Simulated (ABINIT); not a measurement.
An input for ABINIT 10.8.3 (CdS (Greenockite)):

```
acell 3*1.0 Angstrom
rprim 
  4.149999999997 0.000000000001 0.000000000000
  -2.074999999999 3.594005425702 0.000000000000
  0.000000000000 0.000000000000 6.737000000000
ntypat 2
znucl 48 16
natom 4
typat 1 1 2 2
xred 
  0.333333333333 0.666666666667 0.000000000000
  0.666666666667 0.333333333333 0.500000000000
  0.333333333333 0.666666666667 0.375000000000
  0.666666666667 0.333333333333 0.875000000000
pp_dirpath "pseudos"
pseudos "Cd.upf, S.upf"
ecut 47
nspinor 2
iscf -2
irdden 1
kptopt 0
nkpt 39
kpt 
  0.00000000 0.00000000 0.00000000
  0.12500000 0.00000000 0.00000000
  0.25000000 0.00000000 0.00000000
  0.37500000 0.00000000 0.00000000
  0.50000000 0.00000000 0.00000000
  0.45833333 0.08333333 0.00000000
  0.41666666 0.16666666 0.00000000
  0.37500000 0.25000000 0.00000000
  0.33333333 0.33333333 0.00000000
  0.25000000 0.25000000 0.00000000
  0.16666666 0.16666666 0.00000000
  0.08333333 0.08333333 0.00000000
  0.00000000 0.00000000 0.00000000
  0.00000000 0.00000000 0.12500000
  0.00000000 0.00000000 0.25000000
  0.00000000 0.00000000 0.37500000
  0.00000000 0.00000000 0.50000000
  0.12500000 0.00000000 0.50000000
  0.25000000 0.00000000 0.50000000
  0.37500000 0.00000000 0.50000000
  0.50000000 0.00000000 0.50000000
  0.45833333 0.08333333 0.50000000
  0.41666666 0.16666666 0.50000000
  0.37500000 0.25000000 0.50000000
  0.33333333 0.33333333 0.50000000
  0.25000000 0.25000000 0.50000000
  0.16666666 0.16666666 0.50000000
  0.08333333 0.08333333 0.50000000
  0.00000000 0.00000000 0.50000000
  0.50000000 0.00000000 0.50000000
  0.50000000 0.00000000 0.37500000
  0.50000000 0.00000000 0.25000000
  0.50000000 0.00000000 0.12500000
  0.50000000 -0.00000000 0.00000000
  0.33333333 0.33333333 0.50000000
  0.33333333 0.33333333 0.37500000
  0.33333333 0.33333333 0.25000000
  0.33333333 0.33333333 0.12500000
  0.33333333 0.33333333 0.00000000
istwfk *1
nband 68
nbdbuf 6
tolwfr 1e-08
nstep 40
prtwf 0
prtvol 0
indata_prefix "in"
outdata_prefix "out"
tmpdata_prefix "tmp"
```

The database entry behind the starting cell differs from later determinations by our own check (about 0.35 % long), so it need not match the best structure at ambient conditions.

```sh
OMP_NUM_THREADS=1 mpirun -n 8 abinit run.abi > log
```

**Question.** How long will it take on 8 MPI ranks of Arm Neoverse V2, shared host, and how much memory?

It took 3.9 min; on shared hardware allow 1.9 min to 7.7 min. Peak host memory was 1.6 GiB.

[Paths, hosts, dates, memory and timing lines, banners, echoed tables and standing remarks are left out of the program output.]

[Logs are printed without paths, hosts, clocks, repeated set-up lines and the standing remarks that a program may print on its own settings, such as how far it seeks lower states.]

[Runs of the session that timed out or met a known fault of the program may be left out.]

[Hosts, paths, dates, database ids (printed as entryN), source tags and the programs' standing remarks are cut or masked in the printed files.]

[G0W0 gaps are taken among the corrected bands and points alone; a level outside them can change the order at an edge.]

[Where Ansatz stands beside ABINIT at settings called matched, ABINIT's density can come from a denser mesh and the files from another edition; pairs whose starting gaps differed by over 0.03 eV were left out, so agreement reads better than it is.]
